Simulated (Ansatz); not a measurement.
FeCo₃: do energies and stresses tell the same story?

All numbers below come from DFT PBEsol, scalar-relativistic, plane waves, PAW in Ansatz.

Plane waves to 420 eV, a k mesh through Γ of 12×12×12 on the computed 4-atom cell and Gaussian smearing (0.10 eV); collinear spin from starting moments 2.77 1.78 1.78 1.78 μB.

Relaxed cell: Pm-3m, a = 3.488 Å, b = 3.488 Å, c = 3.488 Å, α = 90.00°, β = 90.00°, γ = 90.00°, 4 atoms in the primitive cell. Whether it is the stable form of this composition wasn't checked.

Energies at zero smearing and pressures from the stress tensor, at volumes with shape and atoms relaxed:
```csv
V (Å³/atom),E − E(first) (meV/atom),P (GPa)
9.969,0.00,15.49
10.288,-22.81,7.38
10.606,-30.33,0.00
10.924,-23.72,-6.33
11.242,-5.88,-11.44
```

**Question.** Check P = −dE/dV between neighbouring volumes, and get the bulk modulus from the pressures alone.

**Answer.** With 1 eV/Å³ = 160.2 GPa:
```json
{"middle V (Å³/atom)": "10.128", "−ΔE/ΔV (GPa)": "11.485", "mean P (GPa)": "11.431"}
{"middle V (Å³/atom)": "10.447", "−ΔE/ΔV (GPa)": "3.787", "mean P (GPa)": "3.688"}
{"middle V (Å³/atom)": "10.765", "−ΔE/ΔV (GPa)": "-3.325", "mean P (GPa)": "-3.164"}
{"middle V (Å³/atom)": "11.083", "−ΔE/ΔV (GPa)": "-8.987", "mean P (GPa)": "-8.884"}
```

The two differ by 0.16 GPa at most. The mean of two end pressures misses the average over a step by about ΔV² P″/12, up to 0.10 GPa here; with that taken off 0.17 GPa remains. The stress is the derivative of the free energy, not of the energy at zero smearing, and with free energies 0.05 GPa remains. The largest site moment goes from 2.31 to 2.62 μB along the series, which bends P(V). Around V = 10.606 Å³/atom, the two neighbours give B = −V ΔP/ΔV = 10.606 × 13.70 / 0.636 = 228.4 GPa, against B0 = 226.7 GPa from the Birch–Murnaghan fit of the energies.

Only parallel moments were tried here.

Only this magnetic start was tried.